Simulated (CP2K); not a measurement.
ZrS:

```xyz
2
Lattice="3.7123 0.0000 0.0000 1.8562 3.2150 0.0000 1.8562 1.0717 3.0311" Properties=species:S:1:pos:R:3 pbc="T T T"
Zr    0.0000    0.0000    0.0000
S     3.7123    2.1433    1.5155
```

Base run:

| Property | Result |
| --- | --- |
| Program | CP2K 2026.2 |
| Functional | TASK |
| Potentials or basis | POTENTIAL_UZH Zr GTH-SCAN-q12, S GTH-SCAN-q6; TZVP-MOLOPT-SCAN-GTH basis |
| Density cutoff | 9524 eV |
| k mesh | 9 × 9 × 9 |
| Occupations | fermi-dirac, width 0.05 eV |
| Spin | no spin polarisation |

Its results: band gap on the k mesh none (metal or under the smearing width); pressure 4.1 GPa.

Q: The run is repeated on the same cell with these changes: functional from TASK to r2SCAN; occupations from fermi-dirac, width 0.05 eV to fermi-dirac, width 0.01 eV. What comes out?

A: Band gap on the k mesh none (metal or under the smearing width); pressure -1.3 GPa.

Caveats: the basis of atomic orbitals isn't converged, which shifts pressures, moduli and gaps; the potentials were made for another functional, which shifts forces and pressure (some runs).

Not every run made on this cell is shown here.
